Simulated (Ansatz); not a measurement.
Runs of Ansatz 0.2.0 on Sb. The structure is cubic, space group Fm-3m (No. 225). Conventional cell: a = 4.742 Å, b = 4.742 Å, c = 4.742 Å, α = 90.00°, β = 90.00°, γ = 90.00°. Sb (site symmetry m-3m) is surrounded by 12 Sb at 3.35 Å. This isn't the form of Sb at room conditions, which is rhombohedral.

```csv
task,level,cell,k mesh,cutoff (eV),points for each segment of the path,mesh quality,gap on the mesh (eV),pressure (GPa),V0 of scaled cells (Å³/atom),relaxed volume (Å³/atom),B0 (GPa)
band structure,HSE06,as given,6 × 6 × 6,420,4,coarse,none,-,-,-,-
band structure,PBEsol,as given,10 × 10 × 10,420,14,not flagged,none,-1.2,-,-,-
equation of state,r2SCAN,as given,10 × 10 × 10,500,-,not flagged,-,-,27.15,-,58
single point,r2SCAN0,as given,5 × 5 × 5,500,-,coarse,none,-,-,-,-
projected density of states,r2SCAN,as given,6 × 6 × 6,500,-,coarse,none,(a),-,-,-
equation of state,PBEsol,as given,10 × 10 × 10,420,-,not flagged,-,-,26.15,-,63
projected density of states,LDA,as given,6 × 6 × 6,420,-,coarse,none,-2.3,-,-,-
single point,PBE0,as given,6 × 6 × 6,420,-,coarse,none,-,-,-,-
single point,PBE0,as given,5 × 5 × 5,420,-,coarse,none,-,-,-,-
relaxation of cell and atoms,PBE0,relaxed,5 × 5 × 5,420,-,coarse,none,-,-,26.57,-
relaxation of cell and atoms,HSE03,relaxed,5 × 5 × 5,420,-,coarse,none,-,-,26.72,-
equation of state,HSE06,as given,6 × 6 × 6,420,-,coarse,-,-,(b),-,64
```

Alike in all rows: potentials or basis Ansatz PAW; no spin polarisation; smearing fermi-dirac 0.05 eV.

Q: Estimate the missing entries.

A: (a) 1.3; (b) 26.56.

Caveats: some runs use coarse meshes; the PAW data sets come from PBE, with cores solved anew for the run's functional, which leaves a small shift of forces and pressure; the plane-wave basis is chosen anew once the cell has moved, so the energies of steps on either side of that aren't comparable (some runs).

A k mesh can miss the band edges, and the runs leave out spin-orbit coupling on Sb.

A gap of «none» marks a metal or a gap under the smearing width.

Not every run made on this cell is shown here.
